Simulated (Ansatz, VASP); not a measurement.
**One calculation of Cu, two programs**

```
Cu
1.0
     2.53076    0.00000    0.00000
    -1.26538    2.19171    0.00000
     0.00000    0.00000    8.26182
Cu
4
Direct
  0.00000 0.00000 0.00000
  0.33333 0.66667 0.25000
  0.00000 0.00000 0.50000
  0.66667 0.33333 0.75000
```

This isn't the form of Cu at room conditions, which is fcc.

Alike in both runs: task single point; functional BLYP; k mesh 10 × 10 × 3; occupations gaussian, width 0.1 eV; no spin polarisation.

|  | VASP | Ansatz |
| --- | --- | --- |
| version | VASP 6.6.1 | Ansatz 0.2.0 |
| potentials or method | VASP PAW PBE potentials, release 64 (Cu) | plane waves, PAW |
| plane-wave cutoff (eV) | 520 | 420 |
| valence electrons in the cell | 44 | 76 |

Ansatz gave:

| Item | Value |
| --- | --- |
| pressure (GPa) | 15.6 |
| largest component of the traceless stress (GPa) | 0.78 |

Q: Which values does VASP return?

A: Pressure (GPa): 16.2; largest component of the traceless stress (GPa): 0.79.

The two sets of potentials don't hold the same shells in valence.

Caveats: so large a pressure means that the cell lies far from this level's equilibrium, or that cutoff or potentials fall short (VASP); the potentials were made for another functional, which shifts forces and pressure (VASP).
